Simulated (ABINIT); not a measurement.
ZnSe (Stilleite):

```
Se Zn
1.0
     0.00000    2.83380    2.83380
     2.83380    0.00000    2.83380
     2.83380    2.83380    0.00000
Se Zn
1 1
Direct
  0.75000 0.75000 0.75000
  0.00000 0.00000 0.00000
```

Base run:

| Quantity | Value |
| --- | --- |
| Program | ABINIT 10.8.3 (patched build) |
| Functional | PBEsol |
| Potentials or basis | PseudoDojo NC SR PBEsol v0.4.1 standard |
| Cutoff | 1061 eV |
| k mesh | 6 × 6 × 6 |
| Occupations | fermi-dirac, width 0.05 eV |
| Spin | no spin polarisation |

Its results: band gap on the k mesh 1.17 eV, direct; pressure -1.6 GPa.

**Question.** The run is repeated on the same cell with these changes: potentials or basis from PseudoDojo NC SR PBEsol v0.4.1 standard to PseudoDojo NC SR PBEsol v0.4 stringent; cutoff from 1061 eV to 1306 eV; valence electrons from 36 to 44. What comes out?

**Answer.** Band gap on the k mesh 1.17 eV, direct; pressure -2.3 GPa.

A k mesh can miss the band edges.

Not every run made on this cell is shown here.
